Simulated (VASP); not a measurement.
# N (P-1) in VASP: a series of runs

Runs on N. Level: PBEsol. Tasks: single point.

Program: VASP 6.6.1. These are calculated values, not measurements. Logs are shortened: lines on timing, memory, paths and dates and some standing lists are left out, and cuts for length are marked.

## (1) The cell of the first run

The typed cell holds 4 atoms: a = 1.883 Å, b = 1.883 Å, c = 13.333 Å, α = 87.30°, β = 88.65°, γ = 60.00°.

## (2) Single point, PBEsol (the crystal above the cut slid by 0.0000 a1 + 0.3333 a2)

INCAR

```
SYSTEM = N
PREC = Accurate
ENCUT = 520
EDIFF = 1E-7
ISMEAR = 0
SIGMA = 0.15
LREAL = .False.
LASPH = .True.
NELM = 100
ALGO = Normal
ISIF = 2
LWAVE = .False.
LCHARG = .True.
GGA = PS
LELF = .True.
LVHAR = .True.
NBANDS = 18
```

KPOINTS

```
Automatic mesh
0
Gamma
  12 12 2
  0 0 0
```

POSCAR

```
N
1.0
   -1.8834387582      0.0000000000      0.0000000000
   -0.9417193791     -1.6311058110      0.0000000000
   -0.3139064597     -0.5437019370     13.3178253046
N
4
Direct
    0.3333333333      0.0416666667      0.8750000000
    0.3333333333      0.2083333333      0.3750000000
    0.6666666667      0.6250000000      0.1250000000
    0.6666666667      0.4583333333      0.6250000000
```

Potentials or basis: VASP PAW PBE potentials, release 64 (N).

On the command line:

```sh
> cat potpaw_PBE.64/N/POTCAR > POTCAR
> mpirun -np 1 vasp_std > vasp.out
```

OUTCAR:

```text
SYSTEM = N
   PREC = Accurate
   ENCUT = 520
   EDIFF = 1E-7
   ISMEAR = 0
   LREAL = .False.
   LASPH = .True.
   NELM = 100
   ISIF = 2
   GGA = PS

 ion  position               nearest neighbor table
   1  0.333  0.042  0.875-
   2  0.333  0.208  0.375-
   3  0.667  0.625  0.125-
   4  0.667  0.458  0.625-

  LATTYP: Found a base centered monoclinic cell.
 ALAT       =     1.8834387581
 B/A-ratio  =     1.7320508076
 C/A-ratio  =     7.0788682861
 COS(beta)  =    -0.0470885062

  Lattice vectors:

 A1 = (   1.8834387582,   0.0000000000,   0.0000000000)
 A2 = (  -0.9417193791,   1.6311058110,   0.0000000000)
 A3 = (  -0.3139064597,  -0.5437019370,  13.3178253046)

Analysis of symmetry for initial positions (statically):
=====================================================================
 Subroutine PRICEL returns:
 Original cell was already a primitive cell.

 Routine SETGRP: Setting up the symmetry group for a
 base centered monoclinic supercell.

 Subroutine GETGRP returns: Found  2 space group operations
 (whereof  1 operations were pure point group operations)
 out of a pool of  4 trial point group operations.

The static configuration has the point symmetry C_1 .
 The point group associated with its full space group is S_2 .

Analysis of symmetry for dynamics (positions and initial velocities):
=====================================================================
 Subroutine PRICEL returns:
 Original cell was already a primitive cell.

 Routine SETGRP: Setting up the symmetry group for a
 base centered monoclinic supercell.

 Subroutine GETGRP returns: Found  2 space group operations
 (whereof  1 operations were pure point group operations)
 out of a pool of  4 trial point group operations.

The dynamic configuration has the point symmetry C_1 .
 The point group associated with its full space group is S_2 .

 Subroutine INISYM returns: Found  2 space group operations
 (whereof  1 operations are pure point group operations),
 and found     1 'primitive' translations

----------------------------------------------------------------------------------------

                                     Primitive cell

  volume of cell :      40.9135

  direct lattice vectors                    reciprocal lattice vectors
    -1.883438758  0.000000000  0.000000000    -0.530943730  0.306540506  0.000000000
    -0.941719379 -1.631105811  0.000000000     0.000000000 -0.613081011 -0.025029111
    -0.313906460 -0.543701937 13.317825305     0.000000000  0.000000000  0.075087334

  length of vectors
     1.883438758  1.883438758 13.332614894     0.613081011  0.613591707  0.075087334

  position of ions in fractional coordinates (direct lattice)
     0.333333333  0.041666667  0.875000000
     0.333333333  0.208333333  0.375000000
     0.666666667  0.625000000  0.125000000
     0.666666667  0.458333333  0.625000000

  ion indices of the primitive-cell ions
   primitive index   ion index
                 1           1
                 2           2
                 3           3
                 4           4

----------------------------------------------------------------------------------------

 KPOINTS: Automatic mesh

Automatic generation of k-mesh.
 Grid dimensions read from file:
 generate k-points for:   12   12    2

 Generating k-lattice:

  Cartesian coordinates                     Fractional coordinates (reciprocal lattice)
    -0.044245311  0.025545042  0.000000000     0.083333333  0.000000000  0.000000000
     0.000000000 -0.051090084 -0.002085759     0.000000000  0.083333333  0.000000000
     0.000000000  0.000000000  0.037543667     0.000000000  0.000000000  0.500000000

  Length of vectors
     0.051090084  0.051132642  0.037543667

  Shift w.r.t. Gamma in fractional coordinates (k-lattice)
     0.000000000  0.000000000  0.000000000

 Subroutine IBZKPT returns following result:
 ===========================================

 Found    148 irreducible k-points:

 Following reciprocal coordinates:
            Coordinates               Weight
  0.000000  0.000000  0.000000      1.000000
  0.083333 -0.000000  0.000000      2.000000
  0.166667 -0.000000 -0.000000      2.000000
  0.250000 -0.000000 -0.000000      2.000000
  0.333333 -0.000000  0.000000      2.000000
  0.416667 -0.000000 -0.000000      2.000000
[... 16 lines left out ...]
  0.250000  0.166667 -0.000000      2.000000
  0.083333 -0.166667  0.000000      2.000000
 [... further k-points ...]
   k-points           NKPTS =    148   k-points in BZ     NKDIM =    148   number of bands    NBANDS=     18
   number of dos      NEDOS =    301   number of ions     NIONS =      4
   total plane-waves  NPLWV =  19600
   dimension x,y,z NGX =    14 NGY =   14 NGZ =  100
   dimension x,y,z NGXF=    28 NGYF=   28 NGZF=  200
   ions per type =               4
   NGX,Y,Z   is equivalent  to a cutoff of  12.36, 12.36, 12.47 a.u.
   NGXF,Y,Z  is equivalent  to a cutoff of  24.71, 24.71, 24.94 a.u.
 SYSTEM =  N
   PREC   = accura    normal or accurate (medium, high low for compatibility)
   ISTART =      0    job   : 0-new  1-cont  2-samecut
   ICHARG =      2    charge: 1-file 2-atom 10-const
   ISPIN  =      1    spin polarized calculation?
   LNONCOLLINEAR =      F non collinear calculations
   LSORBIT =      F    spin-orbit coupling
   LASPH  =      T    aspherical Exc in radial PAW
   ENCUT  =  520.0 eV  38.22 Ry    6.18 a.u.   3.50  3.50 24.79*2*pi/ulx,y,z
   NELM   =    100;   NELMIN=  2; NELMDL= -5     # of ELM steps
   EDIFF  = 0.1E-06   stopping-criterion for ELM
   LREAL  =      F    real-space projection
   EDIFFG = 0.1E-05   stopping-criterion for IOM
   NSW    =      0    number of steps for IOM
   IBRION =     -1    ionic relax: 0-MD 1-quasi-New 2-CG
   NFREE  =      0    steps in history (QN), initial steepest desc. (CG)
   ISIF   =      2    stress and relaxation
   ISYM   =      2    0-nonsym 1-usesym 2-fastsym
   POTIM  = 0.5000    time-step for ionic-motion
   TEBEG  =    0.0;   TEEND  =   0.0 temperature during run
   PSTRESS=    0.0 pullay stress
   NELECT =      20.0000    total number of electrons
   NUPDOWN=      -1.0000    fix difference up-down
   EMIN   =  10.00;   EMAX   =-10.00  energy-range for DOS
   EFERMI =   0.00;   METHOD = LEGACY
   ISMEAR =     0;   SIGMA  =   0.15  broadening in eV -4-tet -1-fermi 0-gaus
   EFERMI_NEDOS =   21; number of points for ismear=-14 and -15
   IALGO  =     38    algorithm
   IMIX   =      4    mixing-type and parameters
     AMIX     =   0.40;   BMIX     =  1.00
     AMIX_MAG =   1.60;   BMIX_MAG =  1.00
  volume/ion in A,a.u.               =      10.23        69.02
  Fermi-wavevector in a.u.,A,eV,Ry     =   1.289622  2.437033 22.628196  1.663126
  Thomas-Fermi vector in A             =   2.421504
   LORBIT       =      0    0 simple, 1 ext, 2 COOP (PROOUT), +10 PAW based schemes
   GGA     = PS    functional components
   LHFCALC =     F    Hartree Fock is set to
   AEXX    =    0.0000 exact exchange contribution
   IVDW    =     0    specifies the selected vdW correction
   LEPSILON=     F    determine dielectric tensor
   LRPA    =     F    only Hartree local field effects (RPA)
 non-spin polarized calculation
 Gauss-broadening in eV      SIGMA  =   0.15
  energy-cutoff  :      520.00
  volume of cell :       40.91
 maximum number of plane-waves:      1136
   NGX =  7   NGY =  7   NGZ = 49

 number of electron      19.9999996 magnetization

 Free energy of the ion-electron system (eV)
  ---------------------------------------------------
  ext. energy  EPLUGINS =         0.00000000
  ---------------------------------------------------
  free energy    TOTEN  =       -18.54286112 eV

  energy without entropy =      -18.51858443  energy(sigma->0) =      -18.53072278

 E-fermi :   2.2221     XC(G=0): -10.4163

 val. band max:        2.2212834243   @ k =  -0.4167  -0.4167   0.5000
 cond. band min:       2.2481378922   @ k =   0.5000   0.1667   0.5000
 fundamental gap:      0.0268544679
 Fermi energy:         2.2221089032

 k-point     1 :       0.0000    0.0000    0.0000
  band No.  band energies     occupation
      1     -18.3937      2.00000
      2     -18.2976      2.00000
      3     -18.2974      2.00000
      4     -18.1976      2.00000
      5      -4.6528      2.00000
      6      -3.8945      2.00000
[... 10 lines left out ...]
     17       9.7669      0.00000
     18      10.6735      0.00000

 k-point     2 :       0.0833   -0.0000    0.0000
  band No.  band energies     occupation
      1     -18.0839      2.00000
      2     -17.9890      2.00000
      3     -17.9887      2.00000
      4     -17.8900      2.00000
      5      -4.3395      2.00000
      6      -3.5933      2.00000
[... 10 lines left out ...]
     17       9.4748      0.00000
     18      11.0135      0.00000

 k-point     3 :       0.1667   -0.0000   -0.0000
  band No.  band energies     occupation
      1     -17.1582      2.00000
      2     -17.0665      2.00000
      3     -17.0662      2.00000
      4     -16.9712      2.00000
      5      -3.4199      2.00000
      6      -2.7119      2.00000
[... 10 lines left out ...]
     17       9.8857      0.00000
     18      11.9736      0.00000

 k-point     4 :       0.2500   -0.0000   -0.0000
  band No.  band energies     occupation
      1     -15.6289      2.00000
      2     -15.5429      2.00000
      3     -15.5425      2.00000
      4     -15.4535      2.00000
      5      -1.9668      2.00000
      6      -1.3310      2.00000
[... 10 lines left out ...]
     17      11.7251      0.00000
     18      13.4851      0.00000

 k-point     5 :       0.3333   -0.0000    0.0000
  band No.  band energies     occupation
      1     -13.5221      2.00000
      2     -13.4435      2.00000
      3     -13.4432      2.00000
      4     -13.3622      2.00000
      5      -0.2733      2.00000
      6      -0.2409      2.00000
[... 10 lines left out ...]
     17      14.3009      0.00000
     18      15.3290      0.00000

 k-point     6 :       0.4167   -0.0000   -0.0000
  band No.  band energies     occupation
      1     -10.8967      2.00000
      2     -10.8280      2.00000
      3     -10.8277      2.00000
      4     -10.7572      2.00000
      5      -3.9921      2.00000
      6      -3.9473      2.00000
[... 10 lines left out ...]
     17      16.5617      0.00000
     18      16.7958      0.00000

 k-point     7 :       0.5000   -0.0000   -0.0000
  band No.  band energies     occupation
      1      -8.4271      2.00000
      2      -8.3927      2.00000
      3      -8.3922      2.00000
      4      -8.3597      2.00000
      5      -6.7924      2.00000
      6      -6.7693      2.00000
[... 10 lines left out ...]
     17      16.4962      0.00000
     18      17.1030      0.00000

 k-point     8 :       0.0000    0.0833   -0.0000
  band No.  band energies     occupation
      1     -18.0838      2.00000
      2     -17.9930      2.00000
      3     -17.9845      2.00000
      4     -17.8901      2.00000
      5      -4.3388      2.00000
      6      -3.6283      2.00000
[... 10 lines left out ...]
     17       9.4749      0.00000
     18      10.9092      0.00000
[... 229 lines left out ...]
     17      16.7823      0.00000
     18      17.2906      0.00000

 k-point    20 :       0.0000    0.1667   -0.0000
  band No.  band energies     occupation
      1     -17.1579      2.00000
      2     -17.0745      2.00000
      3     -17.0582      2.00000
      4     -16.9716      2.00000
      5      -3.4173      2.00000
      6      -2.7779      2.00000
[... 10 lines left out ...]
     17       9.8933      0.00000
     18      11.7814      0.00000

 k-point    21 :      -0.1667   -0.1667    0.0000
  band No.  band energies     occupation
      1     -17.1579      2.00000
      2     -17.0745      2.00000
      3     -17.0582      2.00000
      4     -16.9716      2.00000
      5      -3.4176      2.00000
      6      -2.7775      2.00000
[... 10 lines left out ...]
     17       9.8933      0.00000
     18      11.7809      0.00000

 k-point    22 :       0.0833    0.1667   -0.0000
  band No.  band energies     occupation
      1     -17.4656      2.00000
      2     -17.3814      2.00000
      3     -17.3650      2.00000
      4     -17.2772      2.00000
      5      -3.7203      2.00000
      6      -3.0688      2.00000
[... 10 lines left out ...]
     17       9.5338      0.00000
     18      11.4614      0.00000

 k-point    23 :       0.2500    0.1667   -0.0000
  band No.  band energies     occupation
      1     -16.2383      2.00000
      2     -16.1579      2.00000
      3     -16.1422      2.00000
      4     -16.0586      2.00000
      5      -2.5318      2.00000
      6      -1.9286      2.00000
[... 10 lines left out ...]
     17      10.9976      0.00000
     18      12.7237      0.00000

 k-point    24 :       0.0833   -0.1667    0.0000
  band No.  band energies     occupation
      1     -16.2382      2.00000
      2     -16.1579      2.00000
      3     -16.1421      2.00000
      4     -16.0587      2.00000
      5      -2.5313      2.00000
      6      -1.9296      2.00000
[... 10 lines left out ...]
     17      10.9976      0.00000
     18      12.7250      0.00000

 [... further k-points ...]

------------------------ aborting loop because EDIFF is reached ----------------------------------------

  FORCE on cell =-STRESS in cart. coord.  units (eV):
  Direction    XX          YY          ZZ          XY          YZ          ZX
  --------------------------------------------------------------------------------------
  -------------------------------------------------------------------------------------
  Total        0.4282526      0.3921695     -0.0416995      0.0281172     -0.0104395      0.0093951
  in kB       16.7704072     15.3573917     -1.6329542      1.1010721     -0.4088113      0.3679137
  external PRESSURE =      10.1649482 kB  Pullay stress =       0.0000000 kB

 VOLUME and BASIS-vectors are now :
 -----------------------------------------------------------------------------
  energy-cutoff  :      520.00
  volume of cell :       40.91
      direct lattice vectors                 reciprocal lattice vectors
    -1.883438758  0.000000000  0.000000000    -0.530943730  0.306540506  0.000000000
    -0.941719379 -1.631105811  0.000000000     0.000000000 -0.613081011 -0.025029111
    -0.313906460 -0.543701937 13.317825305     0.000000000  0.000000000  0.075087334

 POSITION                                       TOTAL-FORCE (eV/Angst)
 -----------------------------------------------------------------------------------
     -0.94172     -0.54370     11.65310        -0.001933      0.003880      0.004967
     -0.94172     -0.54370      4.99418         0.000201      0.000112     -0.000435
     -1.88344     -1.08740      1.66473         0.001933     -0.003880     -0.004967
     -1.88344     -1.08740      8.32364        -0.000201     -0.000112      0.000435
 -----------------------------------------------------------------------------------
    total drift:                               -0.000000     -0.000000      0.000001

  FREE ENERGIE OF THE ION-ELECTRON SYSTEM (eV)
  ---------------------------------------------------
  free  energy   TOTEN  =       -18.5428611192 eV

  energy  without entropy=      -18.5185844330  energy(sigma->0) =      -18.53072278
```

Run time: 90 s. Hardware: 1 thread of Intel Xeon Platinum 8375C at 2.90GHz (Ice Lake), shared host; peak memory 0.19 GiB.

What came out:

```
Free energy            : -18.5429 eV
Pressure               : 1.0 GPa
Largest force          : 0.007 eV/Å
Band gap on the k mesh : none (metal or under the smearing width)
```

Forces on the atoms (eV/Å):
```
N   -0.002  0.004  0.005
N    0.000  0.000  0.000
N    0.002 -0.004 -0.005
N    0.000  0.000  0.000
```

Levels at points of the mesh, in eV from the Fermi level:
```
           k point  band 5  band 6  band 7  band 8  band 9  band 10  band 11  band 12  band 13  band 14
(0.00, 0.00, 0.00)   -6.87   -6.12   -6.12   -5.21    6.14     7.53     7.53     7.54     7.54     7.54
(0.50, 0.00, 0.00)   -9.01   -8.99   -8.99   -8.96    0.24     0.39     0.39     0.54     3.96     3.96
(0.00, 0.50, 0.00)   -9.01   -9.01   -8.97   -8.97    0.28     0.29     0.49     0.50     3.95     3.96
(0.50, 0.50, 0.00)   -9.02   -9.00   -8.99   -8.95    0.19     0.36     0.42     0.59     3.95     3.96
(0.00, 0.00, 0.50)   -6.67   -6.66   -5.50   -5.49    6.79     6.79     7.53     7.53     7.54     7.54
(0.50, 0.00, 0.50)   -9.01   -9.01   -8.97   -8.97    0.28     0.28     0.49     0.50     3.95     3.96
(0.00, 0.50, 0.50)   -9.02   -8.99   -8.99   -8.96    0.24     0.39     0.39     0.54     3.95     3.96
(0.50, 0.50, 0.50)   -9.02   -9.01   -8.98   -8.96    0.22     0.29     0.48     0.57     3.95     3.96
```

Caveat: the PAW data sets were made with another functional, which shifts forces and pressure a little.

## (3) Single point, PBEsol (the crystal above the cut slid by 0.0000 a1 + 0.0833 a2)

INCAR

```
SYSTEM = N
  PREC = Accurate
  ENCUT = 520
  EDIFF = 1E-6
  ISMEAR = 0
  SIGMA = 0.15
  LREAL = .False.
  LASPH = .True.
  NELM = 100
  ALGO = Normal
  ISIF = 2
  LWAVE = .False.
  LCHARG = .False.
  GGA = PS
  NBANDS = 18
```

KPOINTS is that of step 2.

POSCAR

```
N
1.0
   -1.8834387582      0.0000000000      0.0000000000
   -0.9417193791     -1.6311058110      0.0000000000
   -0.0784766149     -0.1359254843     13.3178253046
N
4
Direct
    0.3333333333      0.2604166667      0.8750000000
    0.3333333333      0.3020833333      0.3750000000
    0.6666666667      0.6562500000      0.1250000000
    0.6666666667      0.6145833333      0.6250000000
```

Potentials or basis: VASP PAW PBE potentials, release 64 (N).

On the command line:

```sh
> cat potpaw_PBE.64/N/POTCAR > POTCAR
> mpirun -np 1 vasp_std > vasp.out
```

Run time: 1.8 min. Hardware: 1 thread of Intel Xeon Platinum 8375C at 2.90GHz (Ice Lake), shared host; peak memory 0.19 GiB.

The run converged. Its results:

```
Free energy            : -18.5418 eV
Pressure               : 1.0 GPa
Band gap on the k mesh : none (metal or under the smearing width)
```

Stress tensor (GPa, compression positive):
```
 1.64  0.04  0.00
 0.04  1.54 -0.01
 0.00 -0.01 -0.08
```

Levels at points of the mesh, in eV from the Fermi level:
| k point | band 5 | band 6 | band 7 | band 8 | band 9 | band 10 | band 11 | band 12 | band 13 | band 14 |
| --- | --- | --- | --- | --- | --- | --- | --- | --- | --- | --- |
| (0.00, 0.00, 0.00) | -6.88 | -6.12 | -6.12 | -5.21 | 6.13 | 7.53 | 7.53 | 7.54 | 7.54 | 7.54 |
| (0.50, 0.00, 0.00) | -9.02 | -8.99 | -8.99 | -8.97 | 0.23 | 0.39 | 0.39 | 0.53 | 3.95 | 3.96 |
| (0.00, 0.50, 0.00) | -9.01 | -9.00 | -8.99 | -8.97 | 0.25 | 0.37 | 0.41 | 0.52 | 3.95 | 3.96 |
| (0.50, 0.50, 0.00) | -9.02 | -9.00 | -8.99 | -8.96 | 0.22 | 0.38 | 0.40 | 0.55 | 3.95 | 3.96 |
| (0.00, 0.00, 0.50) | -6.67 | -6.67 | -5.50 | -5.50 | 6.79 | 6.79 | 7.54 | 7.54 | 7.54 | 7.54 |
| (0.50, 0.00, 0.50) | -9.01 | -9.01 | -8.97 | -8.97 | 0.28 | 0.28 | 0.49 | 0.49 | 3.96 | 3.96 |
| (0.00, 0.50, 0.50) | -9.01 | -9.00 | -8.98 | -8.97 | 0.27 | 0.31 | 0.46 | 0.50 | 3.96 | 3.96 |
| (0.50, 0.50, 0.50) | -9.01 | -9.01 | -8.98 | -8.97 | 0.25 | 0.28 | 0.49 | 0.52 | 3.96 | 3.96 |

Caveat: the PAW data sets were made with another functional, which shifts forces and pressure a little.
